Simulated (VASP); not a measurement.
# Ge48H19N in VASP: single point with PBE+D3(BJ)

Aim: the single point of Ge48H19N with PBE+D3(BJ).

All numbers are computed with VASP 6.6.1; they aren't measurements. Logs are shortened: lines on timing, memory, paths and dates and some standing lists are left out, and cuts for length are marked.

## Step 1: The slab as given

The cell holds a slab with vacuum, 68 atoms: a = 11.316 Å, b = 11.316 Å, c = 23.742 Å, α = 90.00°, β = 90.00°, γ = 90.00°.

The cell was built by a generator and needn't be a form met in nature.

## Step 2: Single point, PBE+D3(BJ)

The input, INCAR:

```
ALGO     = Normal         # electronic algorithm
EDIFF    = 1E-6           # SCF threshold, eV
ENCUT    = 400            # plane-wave cutoff, eV
GGA      = PE             # functional
ISIF     = 2              # what is computed and relaxed
ISMEAR   = 0              # smearing method
ISYM     = 0            
IVDW     = 12             # dispersion correction
LASPH    = T              # aspherical terms in the spheres
LCHARG   = F              # write CHGCAR
LREAL    = Auto         
LUSENCCL = F            
LWAVE    = F              # write WAVECAR
NBANDS   = 388            # bands
NELM     = 80             # most SCF steps
PREC     = Accurate       # precision mode
SIGMA    = 0.05           # smearing width, eV
```

The input, KPOINTS:

```
k-points
0
Gamma
  1 1 1
```

The input, POSCAR:

```
Ge48H19N
1.0
    8.0016203359      8.0016203359      0.0000000000
   -8.0016203359      8.0016203359      0.0000000000
    0.0000000000      0.0000000000     23.7419000000
Ge H N
48 19 1
Direct
    0.7005149941      0.2994850059      0.4246458792
    0.7994850059      0.7005149941      0.4246458792
    0.0494850059      0.9505149941      0.4385453565
    0.2994850059      0.2005149941      0.4246458792
    0.9505149941      0.5494850059      0.4524448338
    0.2005149941      0.7994850059      0.4385453565
    0.4505149941      0.0494850059      0.4524448338
    0.5494850059      0.4505149941      0.4524448338
    0.8750000000      0.3750000000      0.3831791053
    0.8750000000      0.8750000000      0.3831791053
    0.1250000000      0.1250000000      0.3831791053
    0.3750000000      0.3750000000      0.3831791053
    0.1250000000      0.6250000000      0.3831791053
    0.3750000000      0.8750000000      0.3831791053
    0.6250000000      0.1250000000      0.3831791053
    0.6250000000      0.6250000000      0.3831791053
    0.0000000000      0.2500000000      0.3236008913
    0.0000000000      0.7500000000      0.3236008913
    0.2500000000      0.0000000000      0.3236008913
    0.5000000000      0.2500000000      0.3236008913
    0.2500000000      0.5000000000      0.3236008913
    0.5000000000      0.7500000000      0.3236008913
    0.7500000000      0.0000000000      0.3236008913
    0.7500000000      0.5000000000      0.3236008913
    0.8750000000      0.1250000000      0.2640226772
    0.8750000000      0.6250000000      0.2640226772
    0.1250000000      0.8750000000      0.2640226772
    0.3750000000      0.1250000000      0.2640226772
    0.1250000000      0.3750000000      0.2640226772
    0.3750000000      0.6250000000      0.2640226772
    0.6250000000      0.8750000000      0.2640226772
    0.6250000000      0.3750000000      0.2640226772
    0.7500000000      0.2500000000      0.2044444632
    0.7500000000      0.7500000000      0.2044444632
    0.0000000000      0.0000000000      0.2044444632
    0.2500000000      0.2500000000      0.2044444632
    0.0000000000      0.5000000000      0.2044444632
    0.2500000000      0.7500000000      0.2044444632
    0.5000000000      0.0000000000      0.2044444632
    0.5000000000      0.5000000000      0.2044444632
    0.8750000000      0.3750000000      0.1448662491
    0.8750000000      0.8750000000      0.1448662491
    0.1250000000      0.1250000000      0.1448662491
    0.3750000000      0.3750000000      0.1448662491
    0.1250000000      0.6250000000      0.1448662491
    0.3750000000      0.8750000000      0.1448662491
    0.6250000000      0.1250000000      0.1448662491
    0.6250000000      0.6250000000      0.1448662491
    0.9510221023      0.2989778977      0.1052990704
    0.7989778977      0.4510221023      0.1052990704
    0.9510221023      0.7989778977      0.1052990704
    0.7989778977      0.9510221023      0.1052990704
    0.2010221023      0.0489778977      0.1052990704
    0.0489778977      0.2010221023      0.1052990704
    0.4510221023      0.2989778977      0.1052990704
    0.2989778977      0.4510221023      0.1052990704
    0.2010221023      0.5489778977      0.1052990704
    0.0489778977      0.7010221023      0.1052990704
    0.4510221023      0.7989778977      0.1052990704
    0.2989778977      0.9510221023      0.1052990704
    0.7010221023      0.0489778977      0.1052990704
    0.5489778977      0.2010221023      0.1052990704
    0.7010221023      0.5489778977      0.1052990704
    0.5489778977      0.7010221023      0.1052990704
    0.2888109589      0.8259148003      0.5304301849
    0.1663450817      0.7502593728      0.5363045716
    0.0165607112      0.9834392888      0.4981484437
    0.2421609563      0.7578390437      0.5139373410
```

Potentials or basis: VASP PAW PBE potentials, release 64 (Ge_d, H, N).

Run with:

```
$ cat potpaw_PBE.64/Ge_d/POTCAR potpaw_PBE.64/H/POTCAR potpaw_PBE.64/N/POTCAR > POTCAR
$ mpirun -np 1 vasp_gam > vasp.out
```

OUTCAR:

```text
EDIFF = 1E-6
   ENCUT = 400
   GGA = PE
   ISIF = 2
   ISMEAR = 0
   ISYM = 0
   IVDW = 12
   LASPH = T
   LREAL = Auto
   NELM = 80
   PREC = Accurate
 IVDW          = 12

 ion  position               nearest neighbor table
   1  0.701  0.299  0.425-   9 2.37  15 2.37   8 2.51
   2  0.799  0.701  0.425-  10 2.37  16 2.37   5 2.51
   3  0.049  0.951  0.439-  67 1.51   6 2.42  11 2.52  10 2.52
   4  0.299  0.201  0.425-  11 2.37  12 2.37   7 2.51
   5  0.951  0.549  0.452-   2 2.51   9 2.71  13 2.71
   6  0.201  0.799  0.439-  68 1.91   3 2.42  14 2.52  13 2.52
   7  0.451  0.049  0.452-   4 2.51  14 2.71  15 2.71
   8  0.549  0.451  0.452-   1 2.51  12 2.71  16 2.71
   9  0.875  0.375  0.383-   1 2.37  17 2.45  24 2.45   5 2.71
  10  0.875  0.875  0.383-   2 2.37  18 2.45  23 2.45   3 2.52
  11  0.125  0.125  0.383-   4 2.37  17 2.45  19 2.45   3 2.52
  12  0.375  0.375  0.383-   4 2.37  20 2.45  21 2.45   8 2.71
  13  0.125  0.625  0.383-  18 2.45  21 2.45   6 2.52   5 2.71
  14  0.375  0.875  0.383-  19 2.45  22 2.45   6 2.52   7 2.71
[... 32 lines left out ...]
  47  0.625  0.125  0.145-  61 1.54  62 1.54  33 2.45  39 2.45
  48  0.625  0.625  0.145-  63 1.54  64 1.54  34 2.45  40 2.45
  49  0.951  0.299  0.105-  41 1.54
  50  0.799  0.451  0.105-  41 1.54
  51  0.951  0.799  0.105-  42 1.54
  52  0.799  0.951  0.105-  42 1.54
  53  0.201  0.049  0.105-  43 1.54
  54  0.049  0.201  0.105-  43 1.54
[... 11 lines left out ...]
  66  0.166  0.750  0.536-  68 1.01
  67  0.017  0.983  0.498-   3 1.51
  68  0.242  0.758  0.514-  66 1.01  65 1.01   6 1.91

IMPORTANT INFORMATION: All symmetrisations will be switched off!
NOSYMM: (Re-)initialisation of all symmetry stuff for point group C_1.

----------------------------------------------------------------------------------------

                                     Primitive cell

  volume of cell :    3040.1944

  direct lattice vectors                    reciprocal lattice vectors
     8.001620336  8.001620336  0.000000000     0.062487344  0.062487344 -0.000000000
    -8.001620336  8.001620336  0.000000000    -0.062487344  0.062487344  0.000000000
     0.000000000  0.000000000 23.741900000     0.000000000 -0.000000000  0.042119628

  length of vectors
    11.316000000 11.316000000 23.741900000     0.088370449  0.088370449  0.042119628

  position of ions in fractional coordinates (direct lattice)
     0.700514994  0.299485006  0.424645879
     0.799485006  0.700514994  0.424645879
     0.049485006  0.950514994  0.438545357
     0.299485006  0.200514994  0.424645879
     0.950514994  0.549485006  0.452444834
     0.200514994  0.799485006  0.438545357
[... 60 lines left out ...]
     0.016560711  0.983439289  0.498148444
     0.242160956  0.757839044  0.513937341

  ion indices of the primitive-cell ions
   primitive index   ion index
                 1           1
                 2           2
                 3           3
                 4           4
                 5           5
                 6           6
[... 60 lines left out ...]
                67          67
                68          68

----------------------------------------------------------------------------------------

 KPOINTS: k-points

Automatic generation of k-mesh.
 Grid dimensions read from file:
 generate k-points for:    1    1    1

 Generating k-lattice:

  Cartesian coordinates                     Fractional coordinates (reciprocal lattice)
     0.062487344  0.062487344 -0.000000000     1.000000000  0.000000000  0.000000000
    -0.062487344  0.062487344  0.000000000     0.000000000  1.000000000  0.000000000
     0.000000000 -0.000000000  0.042119628     0.000000000  0.000000000  1.000000000

  Length of vectors
     0.088370449  0.088370449  0.042119628

  Shift w.r.t. Gamma in fractional coordinates (k-lattice)
     0.000000000  0.000000000  0.000000000

 Subroutine IBZKPT returns following result:
 ===========================================

 Found      1 irreducible k-points:

 Following reciprocal coordinates:
            Coordinates               Weight
  0.000000  0.000000  0.000000      1.000000
   k-points           NKPTS =      1   k-points in BZ     NKDIM =      1   number of bands    NBANDS=    388
   number of dos      NEDOS =    301   number of ions     NIONS =     68
   total plane-waves  NPLWV = ******
   dimension x,y,z NGX =    80 NGY =   80 NGZ =  160
   dimension x,y,z NGXF=   160 NGYF=  160 NGZF=  320
   ions per type =              48  19   1
   NGX,Y,Z   is equivalent  to a cutoff of  11.75, 11.75, 11.20 a.u.
   NGXF,Y,Z  is equivalent  to a cutoff of  23.51, 23.51, 22.41 a.u.
 SYSTEM =  unknown system
   PREC   = accura    normal or accurate (medium, high low for compatibility)
   ISTART =      0    job   : 0-new  1-cont  2-samecut
   ICHARG =      2    charge: 1-file 2-atom 10-const
   ISPIN  =      1    spin polarized calculation?
   LNONCOLLINEAR =      F non collinear calculations
   LSORBIT =      F    spin-orbit coupling
   LASPH  =      T    aspherical Exc in radial PAW
   ENCUT  =  400.0 eV  29.40 Ry    5.42 a.u.  18.45 18.45 38.72*2*pi/ulx,y,z
   NELM   =     80;   NELMIN=  2; NELMDL= -5     # of ELM steps
   EDIFF  = 0.1E-05   stopping-criterion for ELM
   LREAL  =      T    real-space projection
   EDIFFG = 0.1E-04   stopping-criterion for IOM
   NSW    =      0    number of steps for IOM
   IBRION =     -1    ionic relax: 0-MD 1-quasi-New 2-CG
   NFREE  =      0    steps in history (QN), initial steepest desc. (CG)
   ISIF   =      2    stress and relaxation
   ISYM   =      0    0-nonsym 1-usesym 2-fastsym
   POTIM  = 0.5000    time-step for ionic-motion
   TEBEG  =    0.0;   TEEND  =   0.0 temperature during run
   PSTRESS=    0.0 pullay stress
   NELECT =     696.0000    total number of electrons
   NUPDOWN=      -1.0000    fix difference up-down
   EMIN   =  10.00;   EMAX   =-10.00  energy-range for DOS
   EFERMI =   0.00;   METHOD = LEGACY
   ISMEAR =     0;   SIGMA  =   0.05  broadening in eV -4-tet -1-fermi 0-gaus
   EFERMI_NEDOS =   21; number of points for ismear=-14 and -15
   IALGO  =     38    algorithm
   IMIX   =      4    mixing-type and parameters
     AMIX     =   0.40;   BMIX     =  1.00
     AMIX_MAG =   1.60;   BMIX_MAG =  1.00
  volume/ion in A,a.u.               =      44.71       301.71
  Fermi-wavevector in a.u.,A,eV,Ry     =   1.001484  1.892531 13.646245  1.002971
  Thomas-Fermi vector in A             =   2.133909
   LORBIT       =      0    0 simple, 1 ext, 2 COOP (PROOUT), +10 PAW based schemes
   GGA     = PE    functional components
   LHFCALC =     F    Hartree Fock is set to
   AEXX    =    0.0000 exact exchange contribution
   IVDW    =    12    specifies the selected vdW correction
   LEPSILON=     F    determine dielectric tensor
   LRPA    =     F    only Hartree local field effects (RPA)
 non-spin polarized calculation
 Gauss-broadening in eV      SIGMA  =   0.05
  energy-cutoff  :      400.00
  volume of cell :     3040.19
 maximum number of plane-waves:     27645
 NGX is ok and might be reduce to    80
   NGX = 37   NGY = 37   NGZ = 77

 number of electron     695.9999401 magnetization

 Free energy of the ion-electron system (eV)
  ---------------------------------------------------
  ext. energy  EPLUGINS =         0.00000000
  ---------------------------------------------------
  free energy    TOTEN  =      -275.09966941 eV

  energy without entropy =     -275.05782512  energy(sigma->0) =     -275.07874727

 E-fermi :  -1.1292     XC(G=0):  -4.4313

 val. band max:       -1.1565296268   @ k =   0.0000   0.0000   0.0000
 cond. band min:      -1.1018614405   @ k =   0.0000   0.0000   0.0000
 fundamental gap:      0.0546681863
 Fermi energy:        -1.1291954527

 k-point     1 :       0.0000    0.0000    0.0000
  band No.  band energies     occupation
      1     -25.7885      2.00000
      2     -25.7816      2.00000
      3     -25.7808      2.00000
      4     -25.7728      2.00000
      5     -25.7623      2.00000
      6     -25.7608      2.00000
[... 352 lines left out ...]
    359       0.7463      0.00000
    360       0.7795      0.00000
 [bands above 360 left out]

------------------------ aborting loop because EDIFF is reached ----------------------------------------

 Edisp (eV)  -11.77645

 E8    (eV) :    -5.2796

  FORCE on cell =-STRESS in cart. coord.  units (eV):
  Direction    XX          YY          ZZ          XY          YZ          ZX
  --------------------------------------------------------------------------------------
  -------------------------------------------------------------------------------------
  Total      23.64392     8.08496    -1.82682     0.04818     0.00491     1.26858
  in kB      12.46031     4.26076    -0.96273     0.02539     0.00259     0.66854
  external pressure =        5.25 kB  Pullay stress =        0.00 kB

 VOLUME and BASIS-vectors are now :
 -----------------------------------------------------------------------------
  energy-cutoff  :      400.00
  volume of cell :     3040.19
      direct lattice vectors                 reciprocal lattice vectors
     8.001620336  8.001620336  0.000000000     0.062487344  0.062487344 -0.000000000
    -8.001620336  8.001620336  0.000000000    -0.062487344  0.062487344  0.000000000
     0.000000000  0.000000000 23.741900000     0.000000000 -0.000000000  0.042119628

 POSITION                                       TOTAL-FORCE (eV/Angst)
 -----------------------------------------------------------------------------------
      3.20889      8.00162     10.08190        -0.106380      0.005690     -0.523988
      0.79192     12.00243     10.08190         0.249349     -0.139865     -0.353209
     -7.20970      8.00162     10.41190        -0.953769     -0.026591     -1.111945
      0.79192      4.00081     10.08190         0.247905      0.121581     -0.348176
      3.20889     12.00243     10.74190         1.007106     -0.011125      0.082468
     -4.79273      8.00162     10.41190         1.526976     -0.013041     -0.221748
[... 60 lines left out ...]
     -7.73660      8.00162     11.82699        -0.256492     -0.000932      0.674579
     -4.12626      8.00162     12.20185         0.142289     -0.115809     -1.076320
 -----------------------------------------------------------------------------------
    total drift:                                0.000571     -0.000054      0.010962

  FREE ENERGIE OF THE ION-ELECTRON SYSTEM (eV)
  ---------------------------------------------------
  free  energy   TOTEN  =      -286.8761212752 eV

  energy  without entropy=     -286.8342769838  energy(sigma->0) =     -286.85519913
```

Wall time 6.7 min (1 × NVIDIA H100 80GB with 1 thread of AMD EPYC 7R13 (Zen 3), shared host); peak memory 2.3 GiB.

Results:

* Free energy: -286.8761 eV
* Largest force: 1.543 eV/Å
* Band gap on the k mesh: 0.05 eV, direct
* Dispersion energy per atom: -0.173 eV

Forces in eV/Å, atoms in the order of the input:
```
Ge  -0.106  0.006 -0.524
Ge   0.249 -0.140 -0.353
Ge  -0.954 -0.027 -1.112
Ge   0.248  0.122 -0.348
Ge   1.007 -0.011  0.082
Ge   1.527 -0.013 -0.222
Ge   1.020  0.014  0.071
Ge  -1.154 -0.001 -0.014
Ge  -0.063  1.068  0.465
Ge  -0.091  0.798  0.345
Ge  -0.084 -0.780  0.334
Ge   0.072  0.954  0.583
Ge  -0.905 -0.385  0.735
Ge  -0.884  0.372  0.738
Ge  -0.052 -1.123  0.500
Ge   0.073 -0.944  0.570
Ge  -0.085 -0.097  0.269
Ge   0.427 -0.111 -0.506
Ge   0.419  0.116 -0.482
Ge   0.069  0.054 -0.539
Ge  -0.030  0.078  0.306
Ge  -0.023 -0.087  0.308
Ge  -0.087  0.091  0.271
Ge   0.063 -0.010 -0.537
Ge   0.051  0.001 -0.061
Ge   0.104  0.081 -0.081
Ge  -0.270 -0.003 -0.172
Ge   0.110 -0.073 -0.088
Ge  -0.012  0.021 -0.004
Ge   0.025  0.003 -0.066
Ge  -0.013 -0.018 -0.005
Ge  -0.251 -0.009 -0.099
Ge  -0.051  0.008 -0.209
Ge   0.112 -0.071 -0.201
Ge   0.125 -0.002 -0.156
Ge   0.111  0.072 -0.201
Ge  -0.120  0.007 -0.171
Ge  -0.074  0.006 -0.214
Ge  -0.120 -0.003 -0.167
Ge   0.092  0.000 -0.165
Ge   0.053 -0.003  0.028
Ge  -0.099  0.032  0.017
Ge  -0.099 -0.035  0.017
Ge  -0.091 -0.003  0.023
Ge   0.071  0.011  0.024
Ge   0.072 -0.020  0.021
Ge   0.052 -0.004  0.029
Ge  -0.095  0.001  0.022
H   -0.062 -0.008  0.043
H    0.060 -0.006  0.051
H   -0.061 -0.025  0.047
H    0.071 -0.030  0.011
H   -0.059  0.024  0.046
H    0.070  0.033  0.010
H   -0.061 -0.011  0.044
H    0.081 -0.018  0.024
H   -0.075  0.016  0.036
H    0.064  0.000  0.050
H   -0.076 -0.011  0.036
H    0.062  0.001  0.049
H   -0.062  0.011  0.043
H    0.060  0.007  0.051
H   -0.060  0.010  0.043
H    0.081  0.018  0.023
H   -0.044  0.527  0.323
H   -0.215 -0.366  0.414
H   -0.256 -0.001  0.675
N    0.142 -0.116 -1.076
```

Caveat: the cutoff is under 1.25 times the usual one of these potentials, so pressure, stress and relaxed cells hold a basis-set (Pulay) error.
